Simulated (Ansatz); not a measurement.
# SnO2: band gap by level of theory

```
CELL_PARAMETERS angstrom
-3.24890 3.41447 3.41402
3.24890 -3.41447 3.41402
3.24890 3.41447 -3.41402
ATOMIC_POSITIONS crystal
Sn 0.50000 0.00000 0.00000
Sn 0.50000 0.50000 0.50000
Sn 0.00360 0.75360 0.25000
Sn 0.99640 0.24640 0.75000
O 0.80650 0.80377 0.49728
O 0.80650 0.30922 0.00272
O 0.30244 0.24594 0.05649
O 0.68944 0.24594 0.44350
O 0.31056 0.75406 0.55649
O 0.19350 0.69078 0.99728
O 0.69756 0.75406 0.94351
O 0.19350 0.19623 0.50272
```

The cell is a database's computed one, not the measured one.

| rung | level | program and potentials | cutoff (eV) | k mesh | smearing | task | core time | chip | band gap (eV) | notes |
| --- | --- | --- | --- | --- | --- | --- | --- | --- | --- | --- |
| GGA | RPBE | Ansatz, Ansatz PAW | 420 | 5 × 5 × 5 | fermi-dirac 0.05 | band structure | 20 s | AMD EPYC 9R45 Zen 5 | 0.72 | potentials made for PBE, which Ansatz adapts in part |
| GGA | PBE | Ansatz, Ansatz PAW | 420 | 5 × 5 × 5 | fermi-dirac 0.05 | band structure | 20 s | AMD EPYC 9R45 Zen 5 | 0.63 | - |
| GGA | PBEsol | Ansatz, Ansatz PAW | 420 | 5 × 5 × 5 | fermi-dirac 0.05 | band structure | 20 s | AMD EPYC 9R45 Zen 5 | 0.53 | potentials made for PBE, which Ansatz adapts in part |
| GGA | BLYP | Ansatz, Ansatz PAW | 420 | 5 × 5 × 5 | fermi-dirac 0.05 | band structure | 21 s | AMD EPYC 9R45 Zen 5 | 0.65 | potentials made for PBE, which Ansatz adapts in part |
| LDA | LDA | Ansatz, Ansatz PAW | 420 | 5 × 5 × 5 | fermi-dirac 0.05 | band structure | 30 s | AMD EPYC 9R45 Zen 5 | 0.48 | potentials made for PBE, which Ansatz adapts in part |
| GGA | revPBE | Ansatz, Ansatz PAW | 420 | 5 × 5 × 5 | fermi-dirac 0.05 | band structure | 30 s | AMD EPYC 9R45 Zen 5 | 0.69 | potentials made for PBE, which Ansatz adapts in part |
| GGA | PBE | Ansatz, Ansatz PAW | 420 | 6 × 6 × 6 | gaussian 0.011 | single point | 38 s | Arm Neoverse V2 | 0.63 | - |
| meta-GGA | r2SCAN | Ansatz, Ansatz PAW | 500 | 5 × 5 × 5 | fermi-dirac 0.05 | band structure | 3.2 min | Arm Neoverse V2 | 1.27 | potentials made for PBE, which Ansatz adapts in part |

Times are single runs on shared hosts and different chips, so they are rough; meshes, cutoffs and the tasks' sizes weigh on the time. All rows: no spin polarisation. Gaps are the least found on the k mesh or the band path, and a mesh can miss the band edges. Smearing widths are in eV. Meshes differ between rows, which moves values too. All levels ran on this one cell, unrelaxed unless noted. Meshes are those of the run's cell of 12 atoms unless a note names another. Runs on faulty files, with rough fits or with known faults for this quantity aren't shown. No row holds spin-orbit coupling.

By rung: LDA 0.48; GGA 0.53 to 0.72; meta-GGA 1.27 (eV).
